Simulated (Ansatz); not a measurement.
Space group Pm (No. 6). a = 5.139 Å, b = 3.163 Å, c = 5.477 Å, α = 90.00°, β = 90.04°, γ = 90.00°
| atom | site | symmetry | x | y | z |
| --- | --- | --- | --- | --- | --- |
| Al | 1b | m | 0.0006 | 0.5000 | 0.6673 |
| Ga | 1b | m | 0.4992 | 0.5000 | 0.3351 |
| Ga | 1a | m | 0.4993 | 0.0000 | 0.8315 |
| Ga | 1a | m | 0.9999 | 0.0000 | 0.1662 |
| N | 1b | m | 0.1194 | 0.5000 | 0.3406 |
| N | 1a | m | 0.1173 | 0.0000 | 0.8259 |
| N | 1a | m | 0.6202 | 0.0000 | 0.1662 |
| N | 1b | m | 0.6318 | 0.5000 | 0.6673 |

Equation of state of this AlGa3N4 structure (not necessarily the ground state), with shape and atoms relaxed at each volume where symmetry leaves them free. Level of theory: Ansatz, DFT r2SCAN, scalar-relativistic, plane waves, PAW.

Plane waves to 500 eV, a k mesh through Γ of 6×8×4 on the computed 8-atom cell and Gaussian smearing (0.02 eV); no spin polarisation.

```tsv
V (Å³/atom)	E − E(largest V) (meV/atom)	P (GPa)	gap on mesh (eV)
9.794	65.87	33.44	3.82
10.128	7.33	23.02	3.58
10.462	-31.13	14.12	3.34
10.796	-52.43	6.51	3.11
11.130	-59.03	0.00	2.89
11.464	-53.07	-5.58	2.67
11.797	-36.35	-10.34	2.46
12.243	0.00	-15.63	2.20
```

Q: Fit a third-order Birch–Murnaghan equation to E(V).

A: V0 = 11.13 Å³/atom, B0 = 200 GPa, B0' = 4.2.